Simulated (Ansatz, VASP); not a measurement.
**KZnF3 in VASP and in Ansatz**

Contents of INCAR:

```
PREC = Accurate
ENCUT = 520
EDIFF = 1E-6
ISMEAR = -1
SIGMA = 0.02
LREAL = False
LASPH = True
NELM = 100
ALGO = Normal
ISIF = 2
LWAVE = False
LCHARG = False
GGA = PE
NBANDS = 29
```

The input KPOINTS:

```
Automatic mesh
0
Gamma
  6 6 6
```

File POSCAR:

```
KZnF3
1.0
    4.0461677399     -0.0404616774      0.0000000000
   -0.0404616774      4.0461677399      0.0000000000
    0.0000000000      0.0000000000      4.0461677399
K Zn F
1 1 3
Direct
    0.0000000000      0.0000000000      0.0000000000
    0.5000000000      0.5000000000      0.5000000000
    0.5000000000      0.5000000000      0.0000000000
    0.5000000000      0.0000000000      0.5000000000
    0.0000000000      0.5000000000      0.5000000000
```

Input for Ansatz:

```yaml
crystal:
  lattice:
    - [4.0461677399, -0.0404616774, 0.0]
    - [-0.0404616774, 4.0461677399, 0.0]
    - [0.0, 0.0, 4.0461677399]
  atoms:
    - { symbol: K, position: [0.0, 0.0, 0.0] }
    - { symbol: Zn, position: [0.5, 0.5, 0.5] }
    - { symbol: F, position: [0.5, 0.5, 0.0] }
    - { symbol: F, position: [0.5, 0.0, 0.5] }
    - { symbol: F, position: [0.0, 0.5, 0.5] }
kpoints:
  mp_grid: { grid: [6, 6, 6] }
  band_path:
    path: [[0.0, 0.0, 0.0], [0.0, 0.5, 0.0], [0.5, 0.5, 0.0], [0.5, 0.5, 0.5]]
    npoints: 1
hamiltonian:
  xc: pbe
scf:
  occupations: { method: fermi_dirac, width: 0.02 }
  n_extra_bands: 5
output:
  forces: true
  stress: true
  eigenvalues: true
```

Change from the starting cell: shear_xy strain -2.0%.

Alike in both runs: task single point; functional PBE; k mesh 6 × 6 × 6; occupations fermi-dirac, width 0.02 eV; no spin polarisation.

```csv
,VASP,Ansatz
version,VASP 6.6.1,Ansatz 0.2.0
potentials or method,"VASP PAW PBE potentials, release 64 (K_sv, Zn, F)","plane waves, PAW"
plane-wave cutoff (eV),520,420
valence electrons in the cell,42,42
```

|  | VASP | Ansatz | Ansatz less VASP |
| --- | --- | --- | --- |
| gap on the k mesh at the Fermi level (eV) | 3.80 | 3.87 | +0.070 |
| pressure (GPa) | 5.2 | 4.8 | -0.42 |
| largest component of the traceless stress (GPa) | 0.68 | 0.69 | +0.008 |

A k mesh can miss the band edges.
